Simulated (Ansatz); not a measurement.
**C: moving C off its site**

C, P6_3/mmc, a = 2.503 Å, c = 4.169 Å. Ansatz: r2SCAN, PAW, 500 eV, Γ-centred 12×12×6 mesh on 4 atoms, Gaussian smearing 0.05 eV; no spin polarisation.

```xyz
4
Lattice="2.5032 0.0000 0.0000 -1.2516 2.1678 0.0000 0.0000 0.0000 4.1689" Properties=species:S:1:pos:R:3 pbc="T T T"
C     0.0000    1.4452    0.2615
C     1.2516    0.7226    2.3460
C     0.0000    1.4452    1.8229
C     1.2516    0.7226    3.9074
```

Atom 1 (C) moves by x along the unit vector (-0.500, -0.866, 0.000), with its periodic images; all else is held. y is the free energy of the cell over the start, F the force along the path summed over the moved atoms. Symmetry makes y even in x.

| x (Å) | y (meV) | F (eV/Å) |
| --- | --- | --- |
| -0.1000 | ? | ? |
| -0.0500 | 48.5 | 1.94 |
| 0.0000 | 0.0 | 0.00 |
| 0.0125 | 3.0 | -0.48 |
| 0.0250 | 12.1 | -0.97 |
| 0.0375 | 27.3 | -1.45 |
| 0.0625 | 75.7 | -2.42 |
| 0.0750 | 109.0 | -2.90 |
| 0.0875 | 148.3 | -3.39 |

Task: Fit y = c2 x² + c4 x⁴ to the energies of the other rows, give the force constant, and predict energy and force of the missing row.

Result: Least squares on the rows shown. y = 19402 x² − 4242.4 x⁴. The force constant is 2 c2 = 38.8 eV/Å² (for all images moving together, not for a lone atom). The force −dy/dx at the missing row is 3.86 eV/Å (computed 3.87). At x = -0.1000 the fit asked for gives 193.6 meV. The run gave 193.7 meV, so the fit is 0.1 meV too low, a small miss on the scale of the series.